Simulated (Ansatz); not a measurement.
**Mo: strain energy, fitted**

Mo, Im-3m, a = 3.150 Å. Ansatz: r2SCAN, PAW, 500 eV, Γ-centred 16×16×16 mesh on 2 atoms, Gaussian smearing 0.10 eV; no spin polarisation. Series: equal strain along all axes, cell held, atoms fixed by symmetry; x is the strain in per cent. y is the free energy over the unstrained cell, V0 = 15.634 Å³/atom.

```
x (%) y (meV/atom)
 -6.0             ?
 -4.0        217.48
 -2.0         50.83
  0.0          0.00
  2.0         44.84
  4.0        168.32
  6.0        356.00
```

Fit y = c2 x² + c3 x³ to the other rows, turn c2 into a modulus, and predict the missing energy.

Least squares on the rows shown. y = 12.088 x² − 0.36917 x³. In eV per unit strain² c2 is 120.9; the stiffness is B for this strain (E = 9/2 B V0 ε², shape held): 2 × 120.9 × 160.2 / (9 × 15.634) = 275 GPa. At x = -6.0 the fit asked for gives 514.91 meV/atom. The run gave 520.78 meV/atom, so the fit is 5.87 meV/atom too low, 1.1 % of the span of the series, against an rms of 0.80 meV/atom on the fitted rows. The row lies outside the fitted range. With a term in x⁴ added, a fit to the same known rows predicts 521.94 meV/atom, so most of the miss is curvature that the known rows already hold.